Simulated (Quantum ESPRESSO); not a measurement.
Crystal: NaF (Villiaumite).

```
CELL_PARAMETERS angstrom
0.00000 2.32000 2.32000
2.32000 0.00000 2.32000
2.32000 2.32000 0.00000
ATOMIC_POSITIONS crystal
Na 0.00000 0.00000 0.00000
F 0.50000 0.50000 0.50000
```

Program: Quantum ESPRESSO 7.5. Alike in all runs: no spin polarisation; cell as given; smearing fermi-dirac 0.05 eV.

Question: Order these runs on this cell by their pressure, lowest first.
A. level PBEsol; potentials or basis GBRV 1.5 PBEsol; k mesh 8 × 8 × 8, shifted; cutoff (eV) 612
B. level PBE; potentials or basis SSSP 1.3 efficiency PBE; k mesh 10 × 10 × 10; cutoff (eV) 748
C. level LDA; potentials or basis PseudoDojo 0.4.1 SR LDA standard; k mesh 10 × 10 × 10; cutoff (eV) 1197; form of the LDA correlation PW92

Answer: C (-4.5 GPa), A (0.2 GPa), B (2.5 GPa).

Not every run made on this cell is shown here.
